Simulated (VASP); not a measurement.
# CdS (Hawleyite): X-ray absorption with a core hole, part 2 of 2

Aim: an X-ray absorption edge of CdS (Hawleyite) by the supercell core-hole method. The cell has space group F-43m. The start is a cell from a database of measured crystal structures.

VASP 6.6.1, plane waves and PAW; the level of theory is named at each step.

So far. Step 3 (K edge, Wyckoff site S c, full hole): The smoothed xx curve reaches a tenth of its top at about 2408 eV.

## 4. K edge, Wyckoff site S c, no hole

This step: supercell core-hole method, PBE, no hole; plane waves and PAW (S, Cd, S) (VASP 6.6.1).

With CLZ = 0 the final states feel no hole, which shows what the hole does. NBANDS covers the range above the edge.

INCAR reads:

```
SYSTEM = CdS
PREC = Accurate
ENCUT = 400
EDIFF = 1E-06
NELM = 100
ISMEAR = 0
SIGMA = 0.05
LREAL = .FALSE.
ALGO = Normal
GGA = PE
NBANDS = 152
LWAVE = .FALSE.
LCHARG = .FALSE.
KPAR = 8
ICORELEVEL = 2
CLNT = 1
CLN = 1
CLL = 0
CLZ = 0
CH_LSPEC = .TRUE.
CH_NEDOS = 1500
CH_SIGMA = 1
```

POSCAR reads:

```
CdS
1.0
    0.0000000000     -5.8330000000      0.0000000000
   -5.8330000000      0.0000000000      0.0000000000
    0.0000000000      0.0000000000     -5.8330000000
S Cd S
1 4 3
Direct
    0.7500000000      0.2500000000      0.7500000000
    0.5000000000      0.0000000000      0.5000000000
    0.0000000000      0.5000000000      0.5000000000
    0.5000000000      0.5000000000      0.0000000000
    0.0000000000      0.0000000000      0.0000000000
    0.2500000000      0.7500000000      0.7500000000
    0.7500000000      0.7500000000      0.2500000000
    0.2500000000      0.2500000000      0.2500000000
```

KPOINTS reads:

```
Automatic mesh
0
Gamma
4 4 4
0 0 0
```

The projector-augmented-wave data sets are S, Cd and S (PBE family, release 64).

Run with:

```sh
$ mpirun -np 8 vasp_std
```

Output:

```text
[... set-up lines as in an earlier step ...]
 entering main loop
       N       E                     dE             d eps       ncg     rms          rms(c)
DAV:   1     0.597300821011E+03    0.59730E+03   -0.22350E+04  3072   0.355E+02
DAV:   2     0.161551432590E+02   -0.58115E+03   -0.49773E+03  3480   0.138E+02
DAV:   3    -0.263065959257E+02   -0.42462E+02   -0.41563E+02  3560   0.414E+01
DAV:   4    -0.266531947595E+02   -0.34660E+00   -0.34636E+00  3472   0.387E+00
DAV:   5    -0.266546139018E+02   -0.14191E-02   -0.14191E-02  3536   0.218E-01    0.163E+01
DAV:   6    -0.245609988064E+02    0.20936E+01   -0.27536E-01  4152   0.484E+00    0.128E+01
DAV:   7    -0.244696065268E+02    0.91392E-01   -0.35754E-01  3536   0.115E+00    0.585E+00
DAV:   8    -0.244695337707E+02    0.72756E-04   -0.52459E-02  3424   0.730E-01    0.703E-01
DAV:   9    -0.244693388792E+02    0.19489E-03   -0.32616E-03  3464   0.237E-01    0.220E-01
DAV:  10    -0.244697256495E+02   -0.38677E-03   -0.54591E-04  3408   0.695E-02    0.146E-01
DAV:  11    -0.244699904065E+02   -0.26476E-03   -0.21449E-04  3368   0.277E-02    0.981E-02
DAV:  12    -0.244699852122E+02    0.51943E-05   -0.56620E-06  3504   0.552E-03    0.188E-02
DAV:  13    -0.244699908384E+02   -0.56262E-05   -0.40057E-06  3288   0.348E-03    0.728E-03
DAV:  14    -0.244699907758E+02    0.62571E-07   -0.15242E-07  3176   0.760E-04
   1 F= -.24469991E+02 E0= -.24469991E+02  d E =-.405095E-26
 Starting Core_Hole_Spec
 Ending Core_Hole_Spec
```

It took 21 s on 8 MPI ranks of Intel Xeon 6975P-C (Granite Rapids), shared host; peak memory 2.7 GiB; 2.6 min of CPU time.

OUTCAR, selected parts (step 4):

```text
 Found     10 irreducible k-points:

   NELECT =      72.0000    total number of electrons

 the core state eigenenergies are
   1-  1s  -2397.0719  2s   -203.1627  2p   -147.9330
   2-  1s -26513.6614  2s  -3930.8376  2p  -3526.0900  3s   -727.7515  3p   -595.0405
       3d   -387.4869  4s   -100.0099  4p    -61.0789
   3-  1s -26513.6614  2s  -3930.8376  2p  -3526.0900  3s   -727.7515  3p   -595.0405
       3d   -387.4869  4s   -100.0099  4p    -61.0789
   4-  1s -26513.6614  2s  -3930.8376  2p  -3526.0900  3s   -727.7515  3p   -595.0405
       3d   -387.4869  4s   -100.0099  4p    -61.0789
   5-  1s -26513.6614  2s  -3930.8376  2p  -3526.0900  3s   -727.7515  3p   -595.0405
       3d   -387.4869  4s   -100.0099  4p    -61.0789
   6-  1s  -2397.0719  2s   -203.1627  2p   -147.9330
   7-  1s  -2397.0719  2s   -203.1627  2p   -147.9330
   8-  1s  -2397.0719  2s   -203.1627  2p   -147.9330

 E-fermi :   1.6841

 k-point     1 :       0.0000    0.0000    0.0000
  band No.  band energies     occupation
    ...
     32      -0.5640      2.00000
     33      -0.5640      2.00000
     34       1.3162      2.00000
     35       1.3162      2.00000
     36       1.3162      2.00000
     37       2.4632      0.00000
     38       4.8672      0.00000
     39       4.8672      0.00000
     40       4.8672      0.00000
     41       5.6663      0.00000
    ...

 k-point     2 :       0.2500    0.0000    0.0000
  band No.  band energies     occupation
    ...
     32      -0.3224      2.00000
     33      -0.3224      2.00000
     34       0.2921      2.00000
     35       0.9898      2.00000
     36       0.9898      2.00000
     37       3.6003      0.00000
     38       5.0771      0.00000
     39       5.5770      0.00000
     40       5.5770      0.00000
     41       5.7312      0.00000
    ...

  Total        3.4648670      3.4648670      3.4648670      0.0000000     -0.0000000      0.0000000
  in kB       27.9718522     27.9718522     27.9718522      0.0000000     -0.0000000      0.0000000
  external PRESSURE =      27.9718522 kB  Pullay stress =       0.0000000 kB

 POSITION                                       TOTAL-FORCE (eV/Angst)
 -----------------------------------------------------------------------------------
     -1.45825     -4.37475     -4.37475         0.000000     -0.000000      0.000000
      0.00000     -2.91650     -2.91650        -0.000000     -0.000000     -0.000000
     -2.91650      0.00000     -2.91650         0.000000      0.000000     -0.000000
     -2.91650     -2.91650      0.00000         0.000000     -0.000000      0.000000
      0.00000      0.00000      0.00000        -0.000000      0.000000      0.000000
     -4.37475     -1.45825     -4.37475         0.000000     -0.000000      0.000000
     -4.37475     -4.37475     -1.45825         0.000000     -0.000000      0.000000
     -1.45825     -1.45825     -1.45825         0.000000     -0.000000      0.000000
 -----------------------------------------------------------------------------------
    total drift:                                0.000000      0.000000      0.000000

  FREE ENERGIE OF THE ION-ELECTRON SYSTEM (eV)
  ---------------------------------------------------
  free  energy   TOTEN  =       -24.4699907758 eV

  energy  without entropy=      -24.4699907758  energy(sigma->0) =      -24.46999078

[... 9 parts as in an earlier step ...]

[... 4 further parts left out ...]
```

This step gave:

```yaml
free_energy_toten: -24.47 eV
fermi_energy: 1.684 eV
pressure: 2.797 GPa
```

Smoothed further by a Gaussian, to a width of roughly 2 to 2.4 eV in all; heights scale with one over the cell volume; the energy axis is the program's own, and the fall at its high end is where NBANDS ends. Table of imaginary dielectric function times 10^5, xx by photon energy; read off at these points:

```csv
photon energy (eV),"imaginary dielectric function times 10^5, xx"
2405.0,2.5e-6
2406.0,8.4e-5
2407.0,0.00171
2408.0,0.0167
2409.0,0.0860
2410.0,0.265
2411.0,0.524
2412.0,0.704
2413.0,0.739
2414.0,0.740
2414.5,0.743
2415.0,0.734
2416.0,0.662
2417.0,0.533
2418.0,0.371
2419.0,0.247
2420.0,0.239
2421.0,0.342
2422.0,0.483
2423.0,0.570
2423.6,0.579
2424.0,0.568
2425.0,0.493
2426.0,0.380
2427.0,0.286
2428.0,0.280
2429.0,0.341
2429.6,0.358
2430.0,0.347
2431.0,0.290
2432.0,0.324
2433.0,0.467
2434.0,0.548
2434.2,0.549
2435.0,0.532
2436.0,0.483
2437.0,0.398
2438.0,0.377
2439.0,0.438
2440.0,0.488
2440.2,0.490
2441.0,0.478
2442.0,0.428
2443.0,0.317
2444.0,0.152
2445.0,0.0385
2446.0,0.00472
2447.0,2.7e-4
2448.0,7.7e-6
```

The smoothed xx curve reaches a tenth of its top at about 2409 eV.

## 5. Summary

This step: supercell core-hole method, PBE; plane waves and PAW (VASP 6.6.1).

This step runs nothing: it gathers the runs above.

Core-hole runs:

```csv
site,hole,cost (core minutes)
S c,full hole,3.07
S c,no hole,2.8
```

## 6. Summary of results

```json
{
 "K edge of S c, full hole": "xx reaches a tenth of its top at 2408.3 eV on the program's axis; share within the next 5 eV of the next 20 eV: 30 %",
 "K edge of S c, no hole": "xx reaches a tenth of its top at 2408.9 eV on the program's axis; share within the next 5 eV of the next 20 eV: 28 %"
}
```

The S K edge, for light polarised along x, reaches a tenth of its top at 2408.3 eV on the program's axis. That mark passes over any weaker pre-edge, and only dipole transitions enter. In the charged run (full hole) weight just under or at the onset may be a state bound to the hole or the highest filled band counted as a final state; this wasn't checked, so onset and share of that run are in doubt. Share of the first 20 eV of absorption, for light polarised along x, that lies within 5 eV of each run's own onset: 28 % with no hole and 30 % with full hole. One site of the element was run (Wyckoff letter c). With 8 atoms and a 4×4×4 mesh the peak shapes still carry the imprint of the mesh, and the holes are close enough to feel one another. The fall at the high end is where NBANDS ends. The other core electrons stay frozen, so neither the program's energy axis nor the change of TOTEN is an excitation energy; spectra are aligned at the onset when set beside measurement. Not tabulated here, as repeats of values shown or as unfit to read for their mesh, reference level or band range: gaps (K edge, supercell without a hole); pressures of a box with vacuum or a charge (K edge); core levels (K edge).

[Lines on the potential files, build, host, timing and source positions are cut from VASP's logs without a mark.]

[Logs are printed without paths, hosts, clocks, repeated set-up lines and the standing remarks that a program may print on its own settings, such as how far it seeks lower states.]

[Hosts, paths, dates, database ids (printed as entryN), source tags and the programs' standing remarks are cut or masked in the printed files.]
